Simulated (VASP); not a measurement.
# N (P6_3/mmc) in VASP: a series of runs

The runs below take N through density of states, electric field gradients, with PBE.

Everything below comes from runs of VASP 6.6.1. Logs are shortened: lines on timing, memory, paths and dates and some standing lists are left out, and cuts for length are marked.

## (1) The structure

It takes space group P6_3/mmc (No. 194, hexagonal). Conventional cell: a = 4.050 Å, b = 4.050 Å, c = 6.604 Å, α = 90.00°, β = 90.00°, γ = 120.00°. N (site symmetry 3m) has 1 N at 1.16 Å as nearest neighbours.

## (2) Density of states, PBE

Contents of POSCAR:

```
N
1.0
    4.0499987506      0.0000000000      0.0000000000
   -2.0249993753      3.5074018033      0.0000000000
    0.0000000000      0.0000000000      6.6040000000
N
4
Direct
    0.3333333333      0.6666666667      0.3380000000
    0.6666666667      0.3333333333      0.8380000000
    0.3333333333      0.6666666667      0.1620000000
    0.6666666667      0.3333333333      0.6620000000
```

Contents of INCAR.step1:

```
SYSTEM = N
PREC     = Accurate       ! precision mode
ENCUT    = 520            ! plane-wave cutoff, eV
EDIFF    = 1E-6           ! SCF threshold, eV
ISMEAR   = -1             ! smearing method
SIGMA    = 0.03           ! smearing width, eV
LREAL    = .FALSE.        ! projectors in reciprocal space
LASPH    = .TRUE.         ! aspherical terms in the spheres
NELM     = 100            ! most SCF steps
ALGO     = Normal         ! electronic algorithm
ISIF     = 2              ! what is computed and relaxed
LWAVE    = .FALSE.        ! write WAVECAR
LCHARG   = .TRUE.         ! write CHGCAR
GGA      = PE             ! functional
NBANDS   = 18             ! bands
```

Contents of KPOINTS.step1:

```
regular mesh
0
G
  8 8 4
  0 0 0
```

Contents of INCAR.step2:

```
SYSTEM = N
PREC     = Accurate       ! precision mode
ENCUT    = 520            ! plane-wave cutoff, eV
EDIFF    = 1E-6           ! SCF threshold, eV
ISMEAR   = -5             ! smearing method
SIGMA    = 0.03           ! smearing width, eV
LREAL    = .FALSE.        ! projectors in reciprocal space
LASPH    = .TRUE.         ! aspherical terms in the spheres
NELM     = 100            ! most SCF steps
ALGO     = Normal         ! electronic algorithm
ISIF     = 2              ! what is computed and relaxed
LWAVE    = .FALSE.        ! write WAVECAR
LCHARG   = .FALSE.        ! write CHGCAR
GGA      = PE             ! functional
LORBIT   = 11             ! projections on sites
NBANDS   = 18             ! bands
NEDOS    = 1001           ! points of the DOS
ICHARG   = 11             ! starting density
```

Contents of KPOINTS.step2:

```
regular mesh
0
G
  12 12 6
  0 0 0
```

Potentials or basis: VASP PAW PBE potentials, release 64 (N).

On the command line:

```sh
$ cat potpaw_PBE.64/N/POTCAR > POTCAR
$ cp INCAR.step1 INCAR
$ cp KPOINTS.step1 KPOINTS
$ mpirun -np 1 vasp_std > vasp.out
$ cp INCAR.step2 INCAR
$ cp KPOINTS.step2 KPOINTS
$ mpirun -np 1 vasp_std > vasp.out
```

OUTCAR:

```text
SYSTEM = N
   PREC = Accurate
   ENCUT = 520
   EDIFF = 1E-6
   ISMEAR = -5
   LREAL = .FALSE.
   LASPH = .TRUE.
   NELM = 100
   ISIF = 2
   GGA = PE
   LORBIT = 11
   ICHARG = 11

 ion  position               nearest neighbor table
   1  0.333  0.667  0.338-   3 1.16
   2  0.667  0.333  0.838-   4 1.16
   3  0.333  0.667  0.162-   1 1.16
   4  0.667  0.333  0.662-   2 1.16

  LATTYP: Found a hexagonal cell.
 ALAT       =     4.0499987506
 C/A-ratio  =     1.6306177870

  Lattice vectors:

 A1 = (   4.0499987506,   0.0000000000,   0.0000000000)
 A2 = (  -2.0249993753,   3.5074018033,   0.0000000000)
 A3 = (   0.0000000000,   0.0000000000,   6.6040000000)

Analysis of symmetry for initial positions (statically):
=====================================================================
 Subroutine PRICEL returns:
 Original cell was already a primitive cell.

 Routine SETGRP: Setting up the symmetry group for a
 hexagonal supercell.

 Subroutine GETGRP returns: Found 24 space group operations
 (whereof 12 operations were pure point group operations)
 out of a pool of 24 trial point group operations.

The static configuration has the point symmetry D_3d.
 The point group associated with its full space group is D_6h.

Analysis of symmetry for dynamics (positions and initial velocities):
=====================================================================
 Subroutine PRICEL returns:
 Original cell was already a primitive cell.

 Routine SETGRP: Setting up the symmetry group for a
 hexagonal supercell.

 Subroutine GETGRP returns: Found 24 space group operations
 (whereof 12 operations were pure point group operations)
 out of a pool of 24 trial point group operations.

The dynamic configuration has the point symmetry D_3d.
 The point group associated with its full space group is D_6h.

 Subroutine INISYM returns: Found 24 space group operations
 (whereof 12 operations are pure point group operations),
 and found     1 'primitive' translations

----------------------------------------------------------------------------------------

                                     Primitive cell

  volume of cell :      93.8096

  direct lattice vectors                    reciprocal lattice vectors
     4.049998751  0.000000000  0.000000000     0.246913656  0.142555666  0.000000000
    -2.024999375  3.507401803  0.000000000     0.000000000  0.285111332  0.000000000
     0.000000000  0.000000000  6.604000000     0.000000000  0.000000000  0.151423380

  length of vectors
     4.049998751  4.049998751  6.604000000     0.285111332  0.285111332  0.151423380

  position of ions in fractional coordinates (direct lattice)
     0.333333333  0.666666667  0.338000000
     0.666666667  0.333333333  0.838000000
     0.333333333  0.666666667  0.162000000
     0.666666667  0.333333333  0.662000000

  ion indices of the primitive-cell ions
   primitive index   ion index
                 1           1
                 2           2
                 3           3
                 4           4

----------------------------------------------------------------------------------------

 KPOINTS: regular mesh

Automatic generation of k-mesh.
 Grid dimensions read from file:
 generate k-points for:   12   12    6

 Generating k-lattice:

  Cartesian coordinates                     Fractional coordinates (reciprocal lattice)
     0.020576138  0.011879639  0.000000000     0.083333333  0.000000000  0.000000000
     0.000000000  0.023759278  0.000000000     0.000000000  0.083333333  0.000000000
     0.000000000  0.000000000  0.025237230     0.000000000  0.000000000  0.166666667

  Length of vectors
     0.023759278  0.023759278  0.025237230

  Shift w.r.t. Gamma in fractional coordinates (k-lattice)
     0.000000000  0.000000000  0.000000000

 TETIRR: Found    879 inequivalent tetrahedra from     5184

 Subroutine IBZKPT returns following result:
 ===========================================

 Found     76 irreducible k-points:

 Following reciprocal coordinates:
            Coordinates               Weight
  0.000000  0.000000  0.000000      1.000000
  0.083333  0.000000  0.000000      6.000000
  0.166667  0.000000  0.000000      6.000000
  0.250000  0.000000  0.000000      6.000000
  0.333333  0.000000  0.000000      6.000000
  0.416667  0.000000  0.000000      6.000000
[... 16 lines left out ...]
  0.250000  0.000000  0.166667     12.000000
  0.333333  0.000000  0.166667     12.000000
 [... further k-points ...]
   k-points           NKPTS =     76   k-points in BZ     NKDIM =     76   number of bands    NBANDS=     18
   number of dos      NEDOS =   1001   number of ions     NIONS =      4
   total plane-waves  NPLWV =  45000
   dimension x,y,z NGX =    30 NGY =   30 NGZ =   50
   dimension x,y,z NGXF=    60 NGYF=   60 NGZF=  100
   ions per type =               4
   NGX,Y,Z   is equivalent  to a cutoff of  12.31, 12.31, 12.59 a.u.
   NGXF,Y,Z  is equivalent  to a cutoff of  24.63, 24.63, 25.17 a.u.
 SYSTEM =  N
   PREC   = accura    normal or accurate (medium, high low for compatibility)
   ISTART =      0    job   : 0-new  1-cont  2-samecut
   ICHARG =     11    charge: 1-file 2-atom 10-const
   ISPIN  =      1    spin polarized calculation?
   LNONCOLLINEAR =      F non collinear calculations
   LSORBIT =      F    spin-orbit coupling
   LASPH  =      T    aspherical Exc in radial PAW
   ENCUT  =  520.0 eV  38.22 Ry    6.18 a.u.   7.53  7.53 12.28*2*pi/ulx,y,z
   NELM   =    100;   NELMIN=  2; NELMDL=  0     # of ELM steps
   EDIFF  = 0.1E-05   stopping-criterion for ELM
   LREAL  =      F    real-space projection
   EDIFFG = 0.1E-04   stopping-criterion for IOM
   NSW    =      0    number of steps for IOM
   IBRION =     -1    ionic relax: 0-MD 1-quasi-New 2-CG
   NFREE  =      0    steps in history (QN), initial steepest desc. (CG)
   ISIF   =      2    stress and relaxation
   ISYM   =      2    0-nonsym 1-usesym 2-fastsym
   POTIM  = 0.5000    time-step for ionic-motion
   TEBEG  =    0.0;   TEEND  =   0.0 temperature during run
   PSTRESS=    0.0 pullay stress
   NELECT =      20.0000    total number of electrons
   NUPDOWN=      -1.0000    fix difference up-down
   EMIN   =  10.00;   EMAX   =-10.00  energy-range for DOS
   EFERMI =   0.00;   METHOD = LEGACY
   ISMEAR =    -5;   SIGMA  =   0.03  broadening in eV -4-tet -1-fermi 0-gaus
   EFERMI_NEDOS =   21; number of points for ismear=-14 and -15
   IALGO  =     38    algorithm
   IMIX   =      4    mixing-type and parameters
     AMIX     =   0.40;   BMIX     =  1.00
     AMIX_MAG =   1.60;   BMIX_MAG =  1.00
  volume/ion in A,a.u.               =      23.45       158.26
  Fermi-wavevector in a.u.,A,eV,Ry     =   0.977993  1.848138 13.013564  0.956470
  Thomas-Fermi vector in A             =   2.108734
   LORBIT       =     11    0 simple, 1 ext, 2 COOP (PROOUT), +10 PAW based schemes
   GGA     = PE    functional components
   LHFCALC =     F    Hartree Fock is set to
   AEXX    =    0.0000 exact exchange contribution
   IVDW    =     0    specifies the selected vdW correction
   LEPSILON=     F    determine dielectric tensor
   LRPA    =     F    only Hartree local field effects (RPA)
 non-spin polarized calculation
 Fermi weights with tetrahedron method with Bloechl corrections
  energy-cutoff  :      520.00
  volume of cell :       93.81
 maximum number of plane-waves:      2563

 number of electron      20.0000000 magnetization

 Free energy of the ion-electron system (eV)
  ---------------------------------------------------
  ext. energy  EPLUGINS =         0.00000000
  ---------------------------------------------------
  free energy    TOTEN  =       -32.96107745 eV

  energy without entropy =      -32.96107745  energy(sigma->0) =      -32.96107745

 E-fermi :  -6.0574     XC(G=0):  -6.3260

 val. band max:       -6.0663633141   @ k =   0.0000   0.0000   0.0000
 cond. band min:      -0.0636027602   @ k =   0.3333   0.3333   0.0000
 fundamental gap:      6.0027605540
 Fermi energy:        -6.0573566998

 k-point     1 :       0.0000    0.0000    0.0000
  band No.  band energies     occupation
      1     -24.0323      2.00000
      2     -23.9739      2.00000
      3     -11.0534      2.00000
      4      -9.9900      2.00000
      5      -7.6485      2.00000
      6      -7.6485      2.00000
[... 10 lines left out ...]
     17       7.0189      0.00000
     18      10.4461      0.00000

 k-point     2 :       0.0833    0.0000    0.0000
  band No.  band energies     occupation
      1     -24.0299      2.00000
      2     -23.9734      2.00000
      3     -11.0340      2.00000
      4     -10.0024      2.00000
      5      -7.6932      2.00000
      6      -7.6621      2.00000
[... 10 lines left out ...]
     17       7.1339      0.00000
     18       9.9271      0.00000

 k-point     3 :       0.1667    0.0000    0.0000
  band No.  band energies     occupation
      1     -24.0233      2.00000
      2     -23.9719      2.00000
      3     -10.9779      2.00000
      4     -10.0390      2.00000
      5      -7.8231      2.00000
      6      -7.7231      2.00000
[... 412 lines left out ...]
 k-point    23 :       0.2500    0.0000    0.1667
  band No.  band energies     occupation
      1     -24.0107      2.00000
      2     -23.9732      2.00000
      3     -10.8522      2.00000
      4     -10.1745      2.00000
      5      -7.8896      2.00000
      6      -7.7738      2.00000
[... 10 lines left out ...]
     17       8.1670      0.00000
     18       8.2859      0.00000

 k-point    24 :       0.3333    0.0000    0.1667
  band No.  band energies     occupation
      1     -24.0007      2.00000
      2     -23.9717      2.00000
      3     -10.7573      2.00000
      4     -10.2332      2.00000
      5      -7.9893      2.00000
      6      -7.8469      2.00000
[... 10 lines left out ...]
     17       7.5612      0.00000
     18       8.4930      0.00000

 [... further k-points ...]

------------------------ aborting loop because EDIFF is reached ----------------------------------------

  FORCE on cell =-STRESS in cart. coord.  units (eV):
  Direction    XX          YY          ZZ          XY          YZ          ZX
  --------------------------------------------------------------------------------------
  -------------------------------------------------------------------------------------
  Total        0.2929238      0.2929238    -13.8508266      0.0000000      0.0000000      0.0000000
  in kB        5.0028537      5.0028537   -236.5586319      0.0000000      0.0000000      0.0000000
  external PRESSURE =     -75.5176415 kB  Pullay stress =       0.0000000 kB

 VOLUME and BASIS-vectors are now :
 -----------------------------------------------------------------------------
  energy-cutoff  :      520.00
  volume of cell :       93.81
      direct lattice vectors                 reciprocal lattice vectors
     4.049998751  0.000000000  0.000000000     0.246913656  0.142555666  0.000000000
    -2.024999375  3.507401803  0.000000000     0.000000000  0.285111332  0.000000000
     0.000000000  0.000000000  6.604000000     0.000000000  0.000000000  0.151423380

 POSITION                                       TOTAL-FORCE (eV/Angst)
 -----------------------------------------------------------------------------------
     -0.00000      2.33827      2.23215         0.000000     -0.000000     -6.183594
      2.02500      1.16913      5.53415         0.000000      0.000000     -6.183594
     -0.00000      2.33827      1.06985         0.000000     -0.000000      6.183594
      2.02500      1.16913      4.37185        -0.000000      0.000000      6.183594
 -----------------------------------------------------------------------------------
    total drift:                               -0.000000      0.000000     -0.000000

  FREE ENERGIE OF THE ION-ELECTRON SYSTEM (eV)
  ---------------------------------------------------
  free  energy   TOTEN  =       -32.9610774460 eV

  energy  without entropy=      -32.9610774460  energy(sigma->0) =      -32.96107745

 total charge

# of ion       s       p       d       tot
------------------------------------------
    1        1.360   2.388   0.000   3.747
    2        1.360   2.388   0.000   3.747
    3        1.360   2.388   0.000   3.747
    4        1.360   2.388   0.000   3.747
--------------------------------------------------
tot          5.438   9.551   0.000  14.989
```

Wall time 1.7 min (1 thread of Intel Xeon Platinum 8488C (Sapphire Rapids), shared host); peak memory 0.23 GiB.

Results:

```
Valence electrons inside the program's atomic spheres : N 3.75
```

States per cell in windows of 1 eV (zero at the valence-band top; states under -8 eV left out):
```tsv
from (eV)	total	N1_p	N2_p	N3_p	N4_p	N1_s	N2_s
-8.0	0.00	0.00	0.00	0.00	0.00	0.00	0.00
-7.0	0.00	0.00	0.00	0.00	0.00	0.00	0.00
-6.0	0.00	0.00	0.00	0.00	0.00	0.00	0.00
-5.0	3.97	0.14	0.14	0.14	0.14	0.54	0.54
-4.0	0.05	0.00	0.00	0.00	0.00	0.01	0.01
-3.0	0.11	0.02	0.02	0.02	0.02	0.00	0.00
-2.0	8.29	1.36	1.36	1.36	1.36	0.01	0.01
-1.0	3.77	0.63	0.63	0.63	0.63	0.07	0.07
0.0	0.00	0.00	0.00	0.00	0.00	0.00	0.00
1.0	0.00	0.00	0.00	0.00	0.00	0.00	0.00
2.0	0.00	0.00	0.00	0.00	0.00	0.00	0.00
3.0	0.00	0.00	0.00	0.00	0.00	0.00	0.00
4.0	0.00	0.00	0.00	0.00	0.00	0.00	0.00
5.0	0.00	0.00	0.00	0.00	0.00	0.00	0.00
6.0	4.97	0.75	0.75	0.75	0.75	0.00	0.00
7.0	3.13	0.52	0.52	0.52	0.52	0.00	0.00
```

Caveat: the standard files for N, O and F lose accuracy on very short bonds.

(Part 1 of 2 ends here.)
